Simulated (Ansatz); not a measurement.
Before relaxation, O put at a bridge Ti-Ti site (Ti, P6_3/mmc (No. 194), (0 0 1) face):

```
Ti O
1.0
     2.93580    0.00000    0.00000
    -1.46790    2.54247    0.00000
     0.00000    0.00000   25.95429
Ti O
4 1
Direct
  0.66667 0.33333 0.32750
  0.33333 0.66667 0.41681
  0.66667 0.33333 0.50981
  0.33333 0.66667 0.59283
  0.83333 0.66667 0.65910
```

Level of theory: Ansatz, DFT r2SCAN, scalar-relativistic, plane waves, PAW. Settings: cutoff 500 eV, Γ-centred mesh 12×12×1 on the computed 5-atom cell, Gaussian smearing of 0.10 eV; no spin polarisation. A dipole correction removes the field between periodic images along c.

Atoms 1, 2 (counted from 1) are held. The cell is fixed. Force threshold 0.03 eV/Å.

(1) Where does it end?

The end is the local minimum or symmetric point that this start leads to. The slab is only 7.0 Å thick, so the energy isn't converged with thickness.

Spin polarisation was left out, and a magnetic state may lie lower.

Results:

(1) The energy falls by 3.863 eV in 12 steps, to:

```
Ti O
1.0
     2.93580    0.00000    0.00000
    -1.46790    2.54247    0.00000
     0.00000    0.00000   25.95429
Ti O
4 1
Direct
  0.66667 0.33333 0.32750
  0.33333 0.66667 0.41681
  0.67212 0.34425 0.50603
  0.27346 0.54692 0.60210
  0.93715 0.87430 0.63488
```

Cost: 1 run of about 11 core-minutes, on AMD EPYC 7R43 (Zen 3) (shared hosts).